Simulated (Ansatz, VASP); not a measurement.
## One calculation of Mo, two programs

```
Mo
1.0
     0.00000    2.39589    1.50750
     2.39589    0.00000    1.50750
     2.39589    2.39589    0.00000
Mo
1
Direct
  0.00000 0.00000 0.00000
```

Alike in both runs: task single point; functional PBE; k mesh 22 × 22 × 22; occupations gaussian, width 0.15 eV; no spin polarisation.

|  | VASP | Ansatz |
| --- | --- | --- |
| version | VASP 6.6.1 | Ansatz 0.2.0 |
| potentials or method | VASP PAW PBE potentials, release 64 (Mo_sv) | scalar-relativistic, plane waves, PAW |
| plane-wave cutoff (eV) | 520 | 420 |
| valence electrons in the cell | 14 | 14 |

Ansatz gave:

- gap on the k mesh at the Fermi level (eV): none
- pressure (GPa): -18.0
- largest component of the traceless stress (GPa): 16.97

Task: Which values does VASP return?

Result: gap on the k mesh at the Fermi level (eV): none; pressure (GPa): -17.6; largest component of the traceless stress (GPa): 16.97.

A gap of «none» marks a metal or a gap that the smearing closes.

Caveats: so large a pressure means that the cell lies far from this level's equilibrium, or that cutoff or potentials fall short (VASP).
